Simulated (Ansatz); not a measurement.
A 4-atom cell of CdS started from a crystallographic database was put through Ansatz (plane waves). The geometry is the r2SCAN minimum.

Structure:
```cif
data_structure
_symmetry_space_group_name_H-M 'P 1'
_symmetry_Int_Tables_number 1
_cell_length_a 4.1646
_cell_length_b 4.1646
_cell_length_c 6.7660
_cell_angle_alpha 90.000
_cell_angle_beta 90.000
_cell_angle_gamma 120.000
_cell_volume 101.63
loop_
_atom_site_label
_atom_site_type_symbol
_atom_site_fract_x
_atom_site_fract_y
_atom_site_fract_z
_atom_site_occupancy
Cd1 Cd 0.33333 0.66667 0.99903 1
Cd2 Cd 0.66667 0.33333 0.49903 1
S1 S 0.33333 0.66667 0.37597 1
S2 S 0.66667 0.33333 0.87597 1
```

Main lines of the log:
```
Crystal: 4 atoms, lattice volume = 101.628 Å³
Basis set: ecut = 420 eV, 1985 PW (Γ)
Bands: 32, of which v1, the nominal top of the filled ones, is band 26 counted from 1 (25 counted from 0)
Symmetry: 12 space group operations
k-points: 47 of 144 (irreducible under 2 space group operations, time reversal used)
SCF 1 converged in 8 iterations: F = -18315.649593 eV  dr2 = 2.84e-11
SCF 1 converged in 4 iterations: F = -18315.635539 eV  dr2 = 5.59e-8
SCF converged after 8 iterations
Free energy (F): -18315.649593 eV
Fermi energy:    6.574537 eV
--- Per-component energies (eV) ---
  E_band       = -1027.312526
  E_kinetic    = 1222.922535
  E_local      = -8105.426850
  E_nonlocal   = 124.383512
  E_hartree    = 3719.682582
  E_xc         = -547.398878
  E_vxc        = -617.689812
  E_paw        = -9367.719757
  E_vpaw       = -1090.867277
  E_ewald      = -5362.092768
--- Dielectric response (ions clamped): 3 representative field directions + reference, inside a basis on a mesh of 600 k-points ---
  ε∞ (high-frequency dielectric tensor):
        6.019307     0.000000     0.000000
        0.000000     6.019307     0.000000
        0.000000     0.000000     6.103632
  Born effective charges Z* (e; rows j = field, columns β = displacement):
    site 0:
         2.14870    0.00000    0.00000
         0.00000    2.14870    0.00000
         0.00000    0.00000    2.23430
    site 1:
         2.14870    0.00000    0.00000
         0.00000    2.14870    0.00000
         0.00000    0.00000    2.23430
    site 2:
        -2.14870    0.00000    0.00000
         0.00000   -2.14870    0.00000
         0.00000    0.00000   -2.23430
    site 3:
        -2.14870    0.00000    0.00000
         0.00000   -2.14870    0.00000
         0.00000    0.00000   -2.23430
  ε∞ is read to err by 2.3e-2, Z* by 2.2e-2 e
```

**Question.** Write the input file that gave this output.

**Answer.**
```yaml
crystal:
  # lattice and atoms as above
kpoints:
  mp_grid: { grid: [6, 6, 4] }
hamiltonian:
  xc: pbe
scf:
  occupations: { method: fixed }
dielectric: {}
```
There is no exchange loop, so no exact exchange. A response with clamped ions alone is the dielectric block. Close relatives of this functional can't be ruled out from these lines alone. Keys that aren't typed take their defaults; thresholds and the kind of smearing can't be read off these lines.

Run as `ansatz run input.yaml --threads 2 --pin off --max-ram 2211MiB --backend cpu --events-out ev --progress --plain --runs-dir out`.

No spin polarisation and no zero-point or thermal motion.
